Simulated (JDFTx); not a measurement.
Runs of JDFTx 1.7.0 (patched build) on P. Symmetry: Cmce, No. 64, orthorhombic system. Conventional cell: a = 3.295 Å, b = 10.930 Å, c = 4.544 Å, α = 90.00°, β = 90.00°, γ = 90.00°. Around P (site symmetry m) lie 3 P at 2.20 to 2.25 Å. 

```csv
task,level,potentials or basis,k mesh,cutoff (eV),local potential set to -Z/r beyond,max SCF steps,SCF threshold on the energy,solver of the electrons,further solve for the empty bands,mesh quality,gap on the mesh (eV),pressure (GPa),V0 of scaled cells (Å³/atom),B0 (GPa),largest force (eV/Å)
single point,r2SCAN,SG15-PBE-1.2 with smoothed tails,3 × 3 × 2,1088,6 bohr,100,1e-09 Ha,scf,yes,coarse,0.84,1.7,-,-,0.30
equation of state,PBEsol,PseudoDojo-SR-PBEsol-0.4.1-standard with smoothed tails,8 × 8 × 6,599,6 bohr,100,1e-09 Ha,scf,-,not flagged,-,-,(b),76,-
single point,PBEsol,PseudoDojo-SR-PBEsol-0.4.1-standard with smoothed tails,8 × 8 × 6,599,6 bohr,100,1e-09 Ha,scf,yes,not flagged,0.01,-0.6,-,-,0.30
equation of state,PBE,PseudoDojo-SR-PBE-0.5-standard,8 × 8 × 6,599,-,100,1e-09 Ha,scf,-,not flagged,-,-,21.04,69,-
single point,PBE,PseudoDojo-SR-PBE-0.5-standard,8 × 8 × 6,599,-,100,1e-09 Ha,scf,yes,not flagged,(a),2.1,-,-,0.35
```

Alike in all rows: no spin polarisation; cell as given; smearing fermi-dirac 0.05 eV.

**Question.** Fill in the values left out.

**Answer.** (a) 0.09; (b) 20.28.

Caveats: some runs use coarse meshes; the empty levels aren't tightly converged (some runs); the cell was scaled at fixed shape and fractional positions, which overstates the stiffness of a crystal with free parameters, most of all of layers and chains (some runs); meta-GGA forces are noisy on this grid (some runs); the potentials were made for another functional, which shifts forces and pressure (some runs); an odd mesh through Γ misses points on the zone boundary, where band edges often lie (some runs).

Not every run made on this cell is shown here.
